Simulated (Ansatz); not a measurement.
**Structures of CdGeAs₂: which is lowest?**

Plane-wave DFT in Ansatz with scalar-relativistic PAW potentials, cutoff 500 eV, Γ-centred meshes chosen by cell and gap, Gaussian smearing with energies taken to zero width. Every cell was relaxed (cell and atoms) in a run of its own, within the symmetry of its start. Functional: r2SCAN.

Relaxed structures (starts from databases or built by putting these elements on another compound's sites):
A. P-4m2, 4 atoms in the computed cell, a = 4.074 Å, c = 6.124 Å; sites (symmetry × multiplicity) Cd -4m2 × 1, Ge -4m2 × 1, As 2mm. × 2; start: built
B. I-42d, 8 atoms in the computed cell, a = 5.980 Å, c = 11.300 Å; sites (symmetry × multiplicity) Cd -4.. × 4, Ge -4.. × 4, As .2. × 8; start: database

Problem. Rank them by energy. Could pressure change the order?

Solution.
| structure | group | E − E(lowest) (meV/atom) | V (Å³/atom) | gap on mesh (eV) |
| --- | --- | --- | --- | --- |
| B | I-42d | 0.0 | 25.26 | 0.10 |
| A | P-4m2 | 72 | 25.41 | 0.00 |

B is lowest, 72 meV/atom under A. The lowest is also the densest of these, so pressure wouldn't bring one of the others in at first order. Other structures may lie lower than all of these, and vibrations aren't counted.